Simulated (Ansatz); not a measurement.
Reaction (ligand exchange at a B–C bond): `B/C=C/CC` + `C#CS` → `BSC#C` + `C=CCC`

Program: Ansatz. Geometries: PBE0-D4/def2-TZVP. ΔE: electronic, gas phase. CCSD(T)/CBS is the MP2 limit (def2-TZVPP, def2-QZVPP) plus CCSD(T) − MP2 in def2-TZVPP, frozen cores. This one scheme is used for every species. DFT in def2-TZVPP. B3LYP here is the variant with VWN-RPA as its local correlation; programs differ in this. Each species was taken in one conformer, which may not be the lowest.

Task: Is it downhill or uphill in electronic energy at CCSD(T)/CBS, and by how much? (Estimate.)

Result: The calculation gave: Downhill: ΔE = -7.2 kcal/mol.

Task: What do these levels give: PBE-D4, r2SCAN-D4, PBE0-D4, ωB97M-V, B2PLYP, PBE, PBE0, B3LYP, SCS-MP2/def2-TZVPP, HF/def2-QZVPP, HF/CBS(def2), CCSD/CBS(def2)? (Best estimate.)

Result: Ansatz gave: PBE-D4 -12.0, r2SCAN-D4 -10.5, PBE0-D4 -10.2, ωB97M-V -7.1, B2PLYP -5.2, PBE -11.6, PBE0 -10.0, B3LYP -3.0, SCS-MP2/def2-TZVPP -7.0, HF/def2-QZVPP 8.8, HF/CBS(def2) 8.8, CCSD/CBS(def2) -4.2 kcal/mol.

Largest T1 diagnostic among the species: 0.014.

In def2-TZVPP, CCSD(T) changes the Hartree–Fock value by −16.1 kcal/mol (the triples alone add −3.0 kcal/mol) and MP2 by −20.2 kcal/mol. From PBE to PBE0 (25 % exact exchange), in def2-TZVPP and without D4, ΔE moves by +1.6 kcal/mol.
